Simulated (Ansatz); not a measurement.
Ta: pressure against volume

Ta, Im-3m, a = 3.319 Å. Ansatz: PBE, PAW, 420 eV, Γ-centred 18×18×18 mesh on 1 atom, Gaussian smearing 0.10 eV; no spin polarisation. Symmetry fixes shape and atoms, so the cell is only scaled; pressure is positive in compression.

```tsv
V (Å³/atom)	P (GPa)
16.084	?
16.632	21.98
17.181	13.47
17.729	6.25
18.277	0.00
18.825	-5.43
19.374	-10.15
20.105	-15.46
```

Task: Take V0 = 18.277 Å³/atom, fit the third-order Birch–Murnaghan form to the other rows, and predict the missing pressure.

Result: With the Eulerian strain f = ½[(V0/V)^(2/3) − 1] and y = P/[3f(1 + 2f)^(5/2)], the form is the line y = B0 + 1.5 B0 (B0′ − 4) f. Rows (f, y): 0.03245, 192.9; 0.02104, 192.5; 0.01025, 193.2; -0.00975, 195.0; -0.01906, 195.6; -0.03079, 196.2. Means f = 0.0006900, y = 194.23; Σ(Δf)² = 0.003004, ΣΔfΔy = -0.1844; the slope is their ratio. y = 194.3 − 61.38 f GPa, so B0 = 194.3 GPa and B0′ = 4 + 2 × (-61.38)/(3 × 194.3) = 3.79. At V = 16.084, f = 0.04447, y = 191.57 and P = 31.62 GPa. The run gave 31.91 GPa, so the fit is 0.29 GPa too low, a small miss on the scale of the series.

Spin–orbit coupling is left out, which can shift energies with elements as heavy as these.